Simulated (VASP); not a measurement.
Here is a VASP 6.6.1 calculation.

Contents of INCAR:

```
  PREC = Accurate
  ENCUT = 520
  EDIFF = 1E-7
  ISMEAR = -1
  SIGMA = 0.05
  LREAL = False
  LASPH = True
  NELM = 100
  ALGO = Normal
  ISIF = 2
  LWAVE = False
  LCHARG = False
  GGA = PE
  NBANDS = 26
```

KPOINTS

```
Automatic mesh
0
Gamma
  10 10 5
```

File POSCAR:

```
GaN
1.0
    3.1800000000      0.0000000000      0.0000000000
   -1.5900000000      2.7539607840      0.0000000000
    0.0000000000      0.0000000000      5.1660000000
Ga N
2 2
Direct
    0.6666666667      0.3333333333      0.5000000000
    0.3333333333      0.6666666667      0.0000000000
    0.6666666667      0.3333333333      0.8750000000
    0.3333333333      0.6666666667      0.3750000000
```

Potentials or basis: VASP PAW PBE potentials, release 64 (Ga_d, N).

Launch:

```sh
$ cat potpaw_PBE.64/Ga_d/POTCAR potpaw_PBE.64/N/POTCAR > POTCAR
$ mpirun -np 1 vasp_std > vasp.out
```

**Question.** Predict the largest force.

**Answer.** 0.135 eV/Å.

**Question.** Predict the band gap on the k mesh.

**Answer.** 1.97 eV, direct.

**Question.** Estimate the pressure.

**Answer.** 7.4 GPa.

Forces on the atoms (eV/Å):
```
Ga   0.000  0.000 -0.135
Ga   0.000  0.000 -0.135
N    0.000  0.000  0.135
N    0.000  0.000  0.135
```

**The experiment to reproduce.**

From “Studying electronic properties in GaN without electrical contacts using γ-γ vs e−-γ Perturbed Angular Correlations”, 2019, pmc:6823545, for a bulk crystal of GaN: band gap 3.503 ± 0.005 eV (direct).

A measured gap of GaN is 3.503 eV (direct; quoted in “Studying electronic properties in GaN without electrical contacts using γ-γ vs e−-γ Perturbed Angular Correlations”, 2019, pmc:6823545); the calculated 1.97 eV misses it by -1.53 eV. Spin-orbit coupling on Ga is left out. The value is that of PBE, without temperature or zero-point motion. Semilocal functionals fall short of measured gaps as a rule.
